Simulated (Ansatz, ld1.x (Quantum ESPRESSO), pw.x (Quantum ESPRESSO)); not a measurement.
From atom to crystal: PAW potential for Dy (Z = 66)

| Item | Value |
| --- | --- |
| Element | Dy |
| Generator | ld1.x (Quantum ESPRESSO) 7.5 |
| Type | PAW |
| Functional | PBE |
| Relativity | scalar-relativistic |
| Frozen core | [Kr] 4d10 |
| Valence charge | 20 |
| Reference configuration | 4f10 5s2 5p6 5d0 6s2 6p0 |
| Partial waves | 5s (bound): rcut 1.90, rcutus 2.60 bohr; 6s (bound): rcut 1.90, rcutus 2.60 bohr; 5p (bound): rcut 2.05, rcutus 2.60 bohr; 6p (bound, empty): rcut 2.05, rcutus 2.60 bohr; 5d (bound, empty): rcut 3.75, rcutus 4.35 bohr; 5d channel at 2 Ry: rcut 3.75, rcutus 4.35 bohr; 4f (bound): rcut 1.45, rcutus 1.65 bohr; 4f channel at 1.8 Ry: rcut 1.45, rcutus 1.65 bohr |
| Local potential | all-electron potential smoothed inside 3.40 bohr (lloc = -2) |
| Core correction | Bessel-smoothed model core, default radius (core density twice the valence density) |
| Augmentation charge | PSQ, inside the norm-conserving radii |

Crystal test: sc Dy in pw.x 7.5, no spin, 10³ k-points, Fermi–Dirac smearing 0.01 Ry, cutoffs 100/800 Ry. The reference is all-electron LAPW (Ansatz 0.2.0) with the same functional, mesh and smearing; V0 and B0 come from Birch–Murnaghan fits to the pressures at five volumes. Errors are pseudo minus all-electron; Δ is the rms difference of the E(V) curves that follow from these fits, minima aligned, over ±6 % about the mean V0. Mesh and smearing are coarse, so the numbers serve the comparison and aren't converged zero-temperature values; the lattice is a test structure that the element need not adopt. Spin polarisation and strong correlation are left out, which matters for this element.

All-electron: a0 = 3.275 Å (V0 = 35.14 Å³/atom), B0 = 11.7 GPa.

Q: How far does the potential miss the all-electron equation of state?

A: mean pressure error (GPa): +1.98. The pressure does not cross zero within the volumes sampled, so no fit is given. The largest radius (4.35 bohr) exceeds half the bond length (3.09 bohr), so the spheres overlap, which is one possible source of error among others. This is a poor potential for the solid. Atomic configuration tests: test run stopped at test 1 of 7 (negative rho).

```
V (Å³/atom)  P all-electron (GPa)  P pseudo (GPa)
     33.349                  0.67            3.22
     34.226                  0.32            2.52
     35.104                  0.01            1.95
     35.982                 -0.27            1.40
     36.859                 -0.52            1.01
```

Q: At the middle volume, how do free energy and pressure move when the wave cutoff is lowered (ecutrho held at 800 Ry)?

A:

```tsv
cutoff (Ry)	shift of F (meV/atom)	shift of P (GPa)
45	+342.8	-13.96
60	+81.6	-0.61
80	+4.7	-0.04
```

The run at the middle volume (56 k-points, 41 iterations) took about 4.5 min on one core of a shared host (Neoverse-V2, 96 threads, 742 GiB, load 37).
